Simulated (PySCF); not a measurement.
Unrelated species, one level of theory. Computed, not measured: PySCF 2.14.0, density-fitted response routines, TDDFT CAM-B3LYP/def2-SVPD, vertical, gas phase, core orbitals frozen in the response. Geometries: GFN2-xTB; one conformer of each isolated species. Triplets are in the Tamm–Dancoff approximation. 'Strongest' means the level of largest summed f among the lowest 8 singlets; it needn't be the same kind of state in each.

Question: Rank by computed HOMO–LUMO gap, lowest first.
A. `CC#CC=C`
B. `[SiH2](C)[C@@H](C)O[SiH3]`
C. `CSc1cc(Cl)nnn1`
D. `C[C@H](CO)[SiH2][SiH3]`
E. `C1=CCC=C1`
F. `C[SiH2]CCO[SiH3]`
G. `CC[SiH2]CO[SiH3]`

Answer: C (7.62 eV), E (8.26 eV), A (8.45 eV), G (9.83 eV), D (9.96 eV), B (10.18 eV), F (10.48 eV).

```json
{"SMILES": "CSc1cc(Cl)nnn1", "gap (eV)": "7.62", "f (S1)": "0.004", "first f ≥ 0.01 (nm)": "262", "strongest (eV)": "5.14", "LUMO (eV)": "-1.05", "α (au)": "104.4", "S1 mainly": "H-1→L (98%)"}
{"SMILES": "C1=CCC=C1", "gap (eV)": "8.26", "f (S1)": "0.087", "first f ≥ 0.01 (nm)": "237", "strongest (eV)": "5.23", "LUMO (eV)": "0.63", "α (au)": "54.7", "S1 mainly": "H→L (98%)"}
{"SMILES": "C=CC#CC", "gap (eV)": "8.45", "f (S1)": "0.000", "first f ≥ 0.01 (nm)": "220", "strongest (eV)": "7.70", "LUMO (eV)": "0.47", "α (au)": "63.6", "S1 mainly": "H-1→L (96%)"}
{"SMILES": "CC[SiH2]CO[SiH3]", "gap (eV)": "9.83", "f (S1)": "0.006", "first f ≥ 0.01 (nm)": "169", "strongest (eV)": "8.10", "LUMO (eV)": "0.99", "α (au)": "92.7", "S1 mainly": "H→L (89%)"}
{"SMILES": "C[C@H](CO)[SiH2][SiH3]", "gap (eV)": "9.96", "f (S1)": "0.001", "first f ≥ 0.01 (nm)": "177", "strongest (eV)": "7.98", "LUMO (eV)": "0.95", "α (au)": "98.9", "S1 mainly": "H→L (37%)"}
{"SMILES": "C[SiH2][C@@H](C)O[SiH3]", "gap (eV)": "10.18", "f (S1)": "0.016", "first f ≥ 0.01 (nm)": "174", "strongest (eV)": "8.32", "LUMO (eV)": "1.10", "α (au)": "93.1", "S1 mainly": "H→L (87%)"}
{"SMILES": "C[SiH2]CCO[SiH3]", "gap (eV)": "10.48", "f (S1)": "0.003", "first f ≥ 0.01 (nm)": "159", "strongest (eV)": "8.29", "LUMO (eV)": "1.03", "α (au)": "93.2", "S1 mainly": "H→L (69%)"}
```

H and L stand for HOMO and LUMO.
